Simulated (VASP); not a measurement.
# AlN (P6_3mc) in VASP: further runs

Aim: see how the results for AlN move with the level of theory and the settings. Levels: PBE, LDA. Tasks: relaxation of cell and atoms.

All numbers are computed with VASP 6.6.1; they aren't measurements. Logs are shortened: lines on timing, memory, paths and dates and some standing lists are left out, and cuts for length are marked.

### Step 1. The crystal as given

It takes space group P6_3mc (No. 186, hexagonal). The conventional cell has a = 3.113 Å, b = 3.113 Å, c = 4.981 Å, α = 90.00°, β = 90.00°, γ = 120.00°. Al (site symmetry 3m) has 4 N at 1.89 Å as nearest neighbours. N (site symmetry 3m) has 4 Al at 1.89 Å as nearest neighbours.

### Step 2. Relaxation of cell and atoms, PBE

The input, INCAR:

```
SYSTEM = AlN
  PREC = Accurate
  ENCUT = 600
  EDIFF = 1E-6
  ISMEAR = 0
  SIGMA = 0.03
  LREAL = .FALSE.
  LASPH = .TRUE.
  NELM = 80
  ALGO = Normal
  ISIF = 3
  LWAVE = .FALSE.
  LCHARG = .FALSE.
  GGA = PE
  IBRION = 2
  NSW = 90
  EDIFFG = -0.01
  KPAR = 2
```

The input, KPOINTS:

```
Automatic mesh
0
G
  12 12 6
  0 0 0
```

The input, POSCAR:

```
AlN
1.0
    3.1130000000      0.0000000000      0.0000000000
   -1.5565000000      2.6959370820      0.0000000000
    0.0000000000      0.0000000000      4.9810000000
Al N
2 2
Direct
    0.3333333333      0.6666666667      0.0000000000
    0.6666666667      0.3333333333      0.5000000000
    0.3333333333      0.6666666667      0.3800000000
    0.6666666667      0.3333333333      0.8800000000
```

Potentials or basis: VASP PAW PBE potentials, release 64 (Al, N).

Launch:

```
> cat potpaw_PBE.64/Al/POTCAR potpaw_PBE.64/N/POTCAR > POTCAR
> mpirun -np 2 vasp_std > vasp.out
```

OUTCAR:

```text
SYSTEM = AlN
   PREC = Accurate
   ENCUT = 600
   EDIFF = 1E-6
   ISMEAR = 0
   LREAL = .FALSE.
   LASPH = .TRUE.
   NELM = 80
   ISIF = 3
   GGA = PE
   IBRION = 2
   NSW = 90
   EDIFFG = -0.01

 ion  position               nearest neighbor table
   1  0.333  0.667  0.000-   3 1.89   4 1.89   4 1.89   4 1.89   2 3.07   2 3.07   2 3.07   2 3.07
                             2 3.07   2 3.07
   2  0.667  0.333  0.500-   4 1.89   3 1.89   3 1.89   3 1.89   1 3.07   1 3.07   1 3.07   1 3.07
                             1 3.07   1 3.07
   3  0.333  0.667  0.380-   1 1.89   2 1.89   2 1.89   2 1.89
   4  0.667  0.333  0.880-   2 1.89   1 1.89   1 1.89   1 1.89

  LATTYP: Found a hexagonal cell.
 ALAT       =     3.1130000000
 C/A-ratio  =     1.6000642467

  Lattice vectors:

 A1 = (   3.1130000000,   0.0000000000,   0.0000000000)
 A2 = (  -1.5565000000,   2.6959370820,   0.0000000000)
 A3 = (   0.0000000000,   0.0000000000,   4.9810000000)

Analysis of symmetry for initial positions (statically):
=====================================================================
 Subroutine PRICEL returns:
 Original cell was already a primitive cell.

 Routine SETGRP: Setting up the symmetry group for a
 hexagonal supercell.

 Subroutine GETGRP returns: Found 12 space group operations
 (whereof  6 operations were pure point group operations)
 out of a pool of 24 trial point group operations.

The static configuration has the point symmetry C_3v.
 The point group associated with its full space group is C_6v.

Analysis of symmetry for dynamics (positions and initial velocities):
=====================================================================
 Subroutine PRICEL returns:
 Original cell was already a primitive cell.

 Routine SETGRP: Setting up the symmetry group for a
 hexagonal supercell.

 Subroutine GETGRP returns: Found 12 space group operations
 (whereof  6 operations were pure point group operations)
 out of a pool of 24 trial point group operations.

The dynamic configuration has the point symmetry C_3v.
 The point group associated with its full space group is C_6v.

 Subroutine INISYM returns: Found 12 space group operations
 (whereof  6 operations are pure point group operations),
 and found     1 'primitive' translations

----------------------------------------------------------------------------------------

                                     Primitive cell

  volume of cell :      41.8028

  direct lattice vectors                    reciprocal lattice vectors
     3.113000000  0.000000000  0.000000000     0.321233537  0.185464269  0.000000000
    -1.556500000  2.695937082  0.000000000     0.000000000  0.370928538  0.000000000
     0.000000000  0.000000000  4.981000000     0.000000000  0.000000000  0.200762899

  length of vectors
     3.113000000  3.113000000  4.981000000     0.370928538  0.370928538  0.200762899

  position of ions in fractional coordinates (direct lattice)
     0.333333333  0.666666667  0.000000000
     0.666666667  0.333333333  0.500000000
     0.333333333  0.666666667  0.380000000
     0.666666667  0.333333333  0.880000000

  ion indices of the primitive-cell ions
   primitive index   ion index
                 1           1
                 2           2
                 3           3
                 4           4

----------------------------------------------------------------------------------------

 KPOINTS: Automatic mesh

Automatic generation of k-mesh.
 Grid dimensions read from file:
 generate k-points for:   12   12    6

 Generating k-lattice:

  Cartesian coordinates                     Fractional coordinates (reciprocal lattice)
     0.026769461  0.015455356  0.000000000     0.083333333  0.000000000  0.000000000
     0.000000000  0.030910711  0.000000000     0.000000000  0.083333333  0.000000000
     0.000000000  0.000000000  0.033460483     0.000000000  0.000000000  0.166666667

  Length of vectors
     0.030910711  0.030910711  0.033460483

  Shift w.r.t. Gamma in fractional coordinates (k-lattice)
     0.000000000  0.000000000  0.000000000

 Subroutine IBZKPT returns following result:
 ===========================================

 Found     76 irreducible k-points:

 Following reciprocal coordinates:
            Coordinates               Weight
  0.000000  0.000000  0.000000      1.000000
  0.083333  0.000000  0.000000      6.000000
  0.166667  0.000000  0.000000      6.000000
  0.250000  0.000000  0.000000      6.000000
  0.333333  0.000000  0.000000      6.000000
  0.416667  0.000000  0.000000      6.000000
[... 16 lines left out ...]
  0.250000  0.000000  0.166667     12.000000
  0.333333  0.000000  0.166667     12.000000
 [... further k-points ...]
   k-points           NKPTS =     76   k-points in BZ     NKDIM =     76   number of bands    NBANDS=     12
   number of dos      NEDOS =    301   number of ions     NIONS =      4
   total plane-waves  NPLWV =  31360
   dimension x,y,z NGX =    28 NGY =   28 NGZ =   40
   dimension x,y,z NGXF=    56 NGYF=   56 NGZF=   80
   ions per type =               2   2
   NGX,Y,Z   is equivalent  to a cutoff of  14.95, 14.95, 13.35 a.u.
   NGXF,Y,Z  is equivalent  to a cutoff of  29.91, 29.91, 26.70 a.u.
 SYSTEM =  AlN
   PREC   = accura    normal or accurate (medium, high low for compatibility)
   ISTART =      0    job   : 0-new  1-cont  2-samecut
   ICHARG =      2    charge: 1-file 2-atom 10-const
   ISPIN  =      1    spin polarized calculation?
   LNONCOLLINEAR =      F non collinear calculations
   LSORBIT =      F    spin-orbit coupling
   LASPH  =      T    aspherical Exc in radial PAW
   ENCUT  =  600.0 eV  44.10 Ry    6.64 a.u.   6.22  6.22  9.95*2*pi/ulx,y,z
   NELM   =     80;   NELMIN=  2; NELMDL= -5     # of ELM steps
   EDIFF  = 0.1E-05   stopping-criterion for ELM
   LREAL  =      F    real-space projection
   EDIFFG = -.1E-01   stopping-criterion for IOM
   NSW    =     90    number of steps for IOM
   IBRION =      2    ionic relax: 0-MD 1-quasi-New 2-CG
   NFREE  =      1    steps in history (QN), initial steepest desc. (CG)
   ISIF   =      3    stress and relaxation
   ISYM   =      2    0-nonsym 1-usesym 2-fastsym
   POTIM  = 0.5000    time-step for ionic-motion
   TEBEG  =    0.0;   TEEND  =   0.0 temperature during run
   PSTRESS=    0.0 pullay stress
   NELECT =      16.0000    total number of electrons
   NUPDOWN=      -1.0000    fix difference up-down
   EMIN   =  10.00;   EMAX   =-10.00  energy-range for DOS
   EFERMI =   0.00;   METHOD = LEGACY
   ISMEAR =     0;   SIGMA  =   0.03  broadening in eV -4-tet -1-fermi 0-gaus
   EFERMI_NEDOS =   21; number of points for ismear=-14 and -15
   IALGO  =     38    algorithm
   IMIX   =      4    mixing-type and parameters
     AMIX     =   0.40;   BMIX     =  1.00
     AMIX_MAG =   1.60;   BMIX_MAG =  1.00
  volume/ion in A,a.u.               =      10.45        70.52
  Fermi-wavevector in a.u.,A,eV,Ry     =   1.188629  2.246183 19.222843  1.412839
  Thomas-Fermi vector in A             =   2.324754
   LORBIT       =      0    0 simple, 1 ext, 2 COOP (PROOUT), +10 PAW based schemes
   GGA     = PE    functional components
   LHFCALC =     F    Hartree Fock is set to
   AEXX    =    0.0000 exact exchange contribution
   IVDW    =     0    specifies the selected vdW correction
   LEPSILON=     F    determine dielectric tensor
   LRPA    =     F    only Hartree local field effects (RPA)
 conjugate gradient relaxation of ions
 non-spin polarized calculation
 Gauss-broadening in eV      SIGMA  =   0.03
  energy-cutoff  :      600.00
  volume of cell :       41.80
 maximum number of plane-waves:      1412
 NGX is ok and might be reduce to    28
   NGX = 13   NGY = 13   NGZ = 19

--------------------------------------- Ionic step        1  -------------------------------------------

 number of electron      16.0000000 magnetization

 Free energy of the ion-electron system (eV)
  ---------------------------------------------------
  ext. energy  EPLUGINS =         0.00000000
  ---------------------------------------------------
  free energy    TOTEN  =       -29.77433063 eV

  energy without entropy =      -29.77433063  energy(sigma->0) =      -29.77433063

------------------------ aborting loop because EDIFF is reached ----------------------------------------

  FORCE on cell =-STRESS in cart. coord.  units (eV):
  Direction    XX          YY          ZZ          XY          YZ          ZX
  --------------------------------------------------------------------------------------
  -------------------------------------------------------------------------------------
  Total        0.7297037      0.7297037      1.1617998      0.0000000      0.0000000      0.0000000
  in kB       27.9673772     27.9673772     44.5283352      0.0000000      0.0000000      0.0000000
  external PRESSURE =      33.4876965 kB  Pullay stress =       0.0000000 kB
[... 61 lines left out ...]
  energy  without entropy=      -29.7760739496  energy(sigma->0) =      -29.77607395

--------------------------------------- Ionic step        3  -------------------------------------------

 number of electron      15.9999999 magnetization

 Free energy of the ion-electron system (eV)
  ---------------------------------------------------
  ext. energy  EPLUGINS =         0.00000000
  ---------------------------------------------------
  free energy    TOTEN  =       -29.78264092 eV

  energy without entropy =      -29.78264092  energy(sigma->0) =      -29.78264092

 E-fermi :   6.1764     XC(G=0): -10.8355

 val. band max:        5.9763197840   @ k =   0.0000   0.0000   0.0000
 cond. band min:      10.0414952238   @ k =   0.0000   0.0000   0.0000
 fundamental gap:      4.0651754398
 Fermi energy:         6.1764166820

 k-point     1 :       0.0000    0.0000    0.0000
  band No.  band energies     occupation
      1      -9.0972      2.00000
      2      -7.0120      2.00000
      3       0.0645      2.00000
      4       5.1407      2.00000
      5       5.1407      2.00000
      6       5.7815      2.00000
      7       5.7815      2.00000
      8       5.9763      2.00000
      9      10.0415      0.00000
     10      12.5146      0.00000
     11      16.4474      0.00000
     12      17.0311      0.00000
[... 331 lines left out ...]
 k-point    24 :       0.3333    0.0000    0.1667
  band No.  band energies     occupation
      1      -7.8018      2.00000
      2      -6.6084      2.00000
      3       1.1357      2.00000
      4       2.0826      2.00000
      5       2.6843      2.00000
      6       4.2440      2.00000
      7       5.1987      2.00000
      8       5.3368      2.00000
      9      11.7675      0.00000
     10      12.5857      0.00000
     11      14.3396      0.00000
     12      16.0287      0.00000

 [... further k-points ...]
[... 5 lines left out ...]
  --------------------------------------------------------------------------------------
  -------------------------------------------------------------------------------------
  Total        0.0186784      0.0186784     -0.0196718      0.0000000      0.0000000     -0.0000000
  in kB        0.7041698      0.7041698     -0.7416209      0.0000000      0.0000000     -0.0000000
  external PRESSURE =       0.2222396 kB  Pullay stress =       0.0000000 kB
[... 19 lines left out ...]
  FREE ENERGIE OF THE ION-ELECTRON SYSTEM (eV)
  ---------------------------------------------------
  free  energy   TOTEN  =       -29.7826409163 eV

  energy  without entropy=      -29.7826409163  energy(sigma->0) =      -29.78264092

 reached required accuracy - stopping structural energy minimisation
```

Run time: 19 s. Hardware: 2 MPI ranks of Intel Xeon 6975P-C (Granite Rapids), shared host; peak memory 0.19 GiB.

Results:

| Property | Result |
| --- | --- |
| Free energy | -29.7826 eV |
| Relaxed volume | 10.62 Å³/atom |
| Relaxed cell | a = 3.127 Å, b = 3.127 Å, c = 5.018 Å, α = 90.00°, β = 90.00°, γ = 120.00° |
| Space group after relaxing (to 0.05 Å) | P6_3mc (No. 186) |
| Energy gained by relaxing | 2.1 meV/atom |
| Ionic steps | 3 |
| Pressure after relaxing | 0.0 GPa |
| Largest force after relaxing | 0.004 eV/Å |
| Band gap on the k mesh | 4.07 eV, direct |

Forces on the atoms (eV/Å):
```
Al   0.000  0.000 -0.004
Al   0.000  0.000 -0.004
N    0.000  0.000  0.004
N    0.000  0.000  0.004
```

Step by step:
```csv
step,energy change (eV),largest force (eV/Å),pressure (GPa),volume (Å³)
1,0.0000,0.1289,3.35,41.80
2,-0.0017,0.0910,-2.80,43.14
3,-0.0083,0.0042,0.02,42.50
```

Final structure:
```
Al N
1.0
     3.12734    0.00000    0.00000
    -1.56367    2.70836    0.00000
     0.00000    0.00000    5.01754
Al N
2 2
Cartesian
  0.0000 1.8056 5.0142
  1.5637 0.9028 2.5054
  0.0000 1.8056 1.9100
  1.5637 0.9028 4.4188
```

Levels at points of the mesh, in eV from the valence-band top:
| k point | band 5 | band 6 | band 7 | band 8 | band 9 | band 10 | band 11 | band 12 |
| --- | --- | --- | --- | --- | --- | --- | --- | --- |
| (0.00, 0.00, 0.00) | -0.84 | -0.19 | -0.19 | 0.00 | 4.07 | 6.54 | 10.47 | 11.05 |
| (0.50, 0.00, 0.00) | -3.29 | -2.05 | -1.74 | -0.68 | 5.77 | 5.78 | 8.05 | 10.16 |
| (0.00, 0.00, 0.50) | -0.52 | -0.52 | -0.52 | -0.52 | 6.33 | 6.33 | 10.18 | 10.18 |
| (0.50, 0.00, 0.50) | -1.43 | -1.43 | -1.34 | -1.34 | 5.25 | 5.25 | 9.16 | 9.16 |

A k mesh can miss the band edges. Zero-point motion and thermal expansion aren't in these numbers.

### Step 3. Relaxation of cell and atoms, PBE

This run uses another cell than the first one, of 10.62 Å³/atom, 1.017 times its volume.

Changes to INCAR since step 2:

```diff
@@ -3,3 +3,3 @@
   ENCUT = 600
-  EDIFF = 1E-6
+  EDIFF = 1E-7
   ISMEAR = 0
@@ -16,3 +16,3 @@
   NSW = 90
-  EDIFFG = -0.01
+  EDIFFG = -0.005
   KPAR = 2
```

KPOINTS is that of step 2.

The input, POSCAR:

```
AlN                                     
1.0
    3.1273442091      0.0000000000      0.0000000000
   -1.5636721045      2.7083595315      0.0000000000
    0.0000000000      0.0000000000      5.0175425414
  Al              N             
     2     2
Direct
     0.3333333332999970    0.6666666667000030    0.9993379579570320
     0.6666666667000030    0.3333333332999970    0.4993379579570320
     0.3333333332999970    0.6666666667000030    0.3806620420429706
     0.6666666667000030    0.3333333332999970    0.8806620420429706
```

Potentials or basis: VASP PAW PBE potentials, release 64 (Al, N).

Launch:

```
> cat potpaw_PBE.64/Al/POTCAR potpaw_PBE.64/N/POTCAR > POTCAR
> mpirun -np 2 vasp_std > vasp.out
```

Wall time 13 s (2 MPI ranks of Intel Xeon 6975P-C (Granite Rapids), shared host); peak memory 0.18 GiB.

Results (log left out):

```yaml
Free_energy: -29.7835 eV
Energy_gained_by_relaxing: 0.0 meV/atom
Ionic_steps: 2
Pressure_after_relaxing: 0.0 GPa
Largest_force_after_relaxing: 0.005 eV/Å
Band_gap_on_the_k_mesh: 4.06 eV, direct
```

Forces on the atoms (eV/Å):
```
Al   0.000  0.000 -0.005
Al   0.000  0.000 -0.005
N    0.000  0.000  0.005
N    0.000  0.000  0.005
```

Final structure:
```cif
data_structure
_symmetry_space_group_name_H-M 'P 1'
_symmetry_Int_Tables_number 1
_cell_length_a 3.1279
_cell_length_b 3.1279
_cell_length_c 5.0159
_cell_angle_alpha 90.000
_cell_angle_beta 90.000
_cell_angle_gamma 120.000
_cell_volume 42.50
loop_
_atom_site_label
_atom_site_type_symbol
_atom_site_fract_x
_atom_site_fract_y
_atom_site_fract_z
_atom_site_occupancy
Al1 Al 0.33333 0.66667 0.99930 1
Al2 Al 0.66667 0.33333 0.49930 1
N1 N 0.33333 0.66667 0.38070 1
N2 N 0.66667 0.33333 0.88070 1
```

Levels at points of the mesh, in eV from the valence-band top:
```tsv
k point	band 6	band 7	band 8	band 9	band 10	band 11
(0.00, 0.00, 0.00)	-0.20	-0.20	0.00	4.06	6.53	10.47
(0.50, 0.00, 0.00)	-2.05	-1.74	-0.68	5.77	5.77	8.04
(0.00, 0.00, 0.50)	-0.53	-0.53	-0.53	6.33	6.33	10.18
(0.50, 0.00, 0.50)	-1.44	-1.35	-1.35	5.25	5.25	9.16
```

A k mesh can miss the band edges. As with any semilocal functional, this PBE gap is likely too small.

### Step 4. Relaxation of cell and atoms, LDA

The input, INCAR:

```
SYSTEM = AlN
PREC     = Accurate       ! precision mode
ENCUT    = 600            ! plane-wave cutoff, eV
EDIFF    = 1E-6           ! SCF threshold, eV
ISMEAR   = 0              ! smearing method
SIGMA    = 0.03           ! smearing width, eV
LREAL    = .False.        ! projectors in reciprocal space
LASPH    = .True.         ! aspherical terms in the spheres
NELM     = 80             ! most SCF steps
ALGO     = Normal         ! electronic algorithm
ISIF     = 3              ! what is computed and relaxed
LWAVE    = .False.        ! write WAVECAR
LCHARG   = .False.        ! write CHGCAR
IBRION   = 2              ! ionic algorithm
NSW      = 90             ! ionic steps
EDIFFG   = -0.01          ! ionic threshold
```

The input, KPOINTS:

```
Automatic mesh
0
Gamma
  12 12 6
  0 0 0
```

The input, POSCAR:

```
AlN
1.0
    3.1130000000      0.0000000000      0.0000000000
   -1.5565000000      2.6959370820      0.0000000000
    0.0000000000      0.0000000000      4.9810000000
Al N
2 2
Direct
    0.3333333333      0.6666666667      0.0000000000
    0.6666666667      0.3333333333      0.5000000000
    0.3333333333      0.6666666667      0.3800000000
    0.6666666667      0.3333333333      0.8800000000
```

Potentials or basis: VASP PAW LDA potentials, release 64 (Al, N).

Launch:

```
> cat potpaw_LDA.64/Al/POTCAR potpaw_LDA.64/N/POTCAR > POTCAR
> mpirun -np 1 vasp_std > vasp.out
```

It took 49 s on 1 thread of Intel Xeon Platinum 8559C (Emerald Rapids), shared host; peak memory 0.18 GiB.

It converged, with:

* Free energy: -32.8435 eV
* Relaxed volume: 10.23 Å³/atom
* Relaxed cell: a = 3.091 Å, b = 3.091 Å, c = 4.947 Å, α = 90.00°, β = 90.00°, γ = 120.00°
* Space group after relaxing (to 0.05 Å): P6_3mc (No. 186)
* Energy gained by relaxing: 3.2 meV/atom
* Ionic steps: 6
* Pressure after relaxing: 0.1 GPa
* Largest force after relaxing: 0.005 eV/Å
* Band gap on the k mesh: 4.41 eV, direct

Forces in eV/Å, atoms in the order of the input:
```
Al   0.000  0.000 -0.005
Al   0.000  0.000 -0.005
N    0.000  0.000  0.005
N    0.000  0.000  0.005
```

The path:
```csv
step,energy change (eV),largest force (eV/Å),pressure (GPa),volume (Å³)
1,0.0000,0.1194,-4.21,41.80
2,-0.0009,0.0854,4.30,40.16
3,-0.0124,0.0200,-0.04,40.96
4,-0.0124,0.0180,0.06,40.94
5,-0.0126,0.0112,0.08,40.93
6,-0.0126,0.0047,0.09,40.93
```

Final structure:
```cif
data_structure
_symmetry_space_group_name_H-M 'P 1'
_symmetry_Int_Tables_number 1
_cell_length_a 3.0909
_cell_length_b 3.0909
_cell_length_c 4.9468
_cell_angle_alpha 90.000
_cell_angle_beta 90.000
_cell_angle_gamma 120.000
_cell_volume 40.93
loop_
_atom_site_label
_atom_site_type_symbol
_atom_site_fract_x
_atom_site_fract_y
_atom_site_fract_z
_atom_site_occupancy
Al1 Al 0.33333 0.66667 0.99905 1
Al2 Al 0.66667 0.33333 0.49905 1
N1 N 0.33333 0.66667 0.38095 1
N2 N 0.66667 0.33333 0.88095 1
```

Levels at points of the mesh, in eV from the valence-band top:
```tsv
k point	band 6	band 7	band 8	band 9	band 10	band 11
(0.00, 0.00, 0.00)	-0.23	-0.23	0.00	4.41	6.71	10.64
(0.50, 0.00, 0.00)	-2.14	-1.84	-0.71	5.72	5.72	8.25
(0.00, 0.00, 0.50)	-0.57	-0.57	-0.57	6.59	6.59	10.30
(0.50, 0.00, 0.50)	-1.51	-1.40	-1.40	5.25	5.25	9.20
```

A k mesh can miss the band edges. Zero-point motion and thermal expansion aren't in these numbers.
